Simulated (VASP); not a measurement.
Input of a VASP 6.6.1 run:

INCAR

```
SYSTEM = CuO
  PREC = Accurate
  ENCUT = 600
  EDIFF = 1E-7
  ISMEAR = 1
  SIGMA = 0.1
  LREAL = .False.
  LASPH = .True.
  NELM = 150
  ALGO = Normal
  ISIF = 2
  LWAVE = .False.
  LCHARG = .False.
  ISPIN = 2
  MAGMOM = 1 -1 0 0
  LORBIT = 11
  LMAXMIX = 4
  METAGGA = R2SCAN
  LMIXTAU = .True.
  NBANDS = 29
  AMIX = 0.2
  BMIX = 1E-4
  AMIX_MAG = 0.8
  BMIX_MAG = 1E-4
  KPAR = 2
```

The input KPOINTS:

```
Automatic mesh
0
Gamma
  14 14 8
  0 0 0
```

Contents of POSCAR:

```
CuO
1.0
    2.3418500000     -1.7113000000      0.0000000000
    2.3418500000      1.7113000000      0.0000000000
   -0.8500274300      0.0000000000      5.0578693900
Cu O
2 2
Direct
    0.0000000000      0.5000000000      0.0000000000
    0.5000000000      0.0000000000      0.5000000000
    0.5816000000      0.4184000000      0.2500000000
    0.4184000000      0.5816000000      0.7500000000
```

Potentials or basis: VASP PAW PBE potentials, release 64 (Cu, O).

Run with:

```sh
$ cat potpaw_PBE.64/Cu/POTCAR potpaw_PBE.64/O/POTCAR > POTCAR
$ mpirun -np 2 vasp_std > vasp.out
```

**Question.** Estimate the pressure.

**Answer.** -0.2 GPa.

**Question.** What does it give for the band gap on the k mesh?

**Answer.** 0.29 eV, indirect (least direct gap 0.57 eV).

**Question.** What does it give for the site moments?

**Answer.** Cu +0.52, -0.52; O +0.00 μB.

Forces in eV/Å, atoms in the order of the input:
```
Cu   0.000  0.000  0.000
Cu   0.000  0.000  0.000
O    0.000  0.139  0.000
O    0.000 -0.139  0.000
```

Caveat: the PAW data sets were made with another functional, which shifts forces and pressure a little. r2SCAN opens gaps a little over a GGA but as a rule still falls short of measured ones.
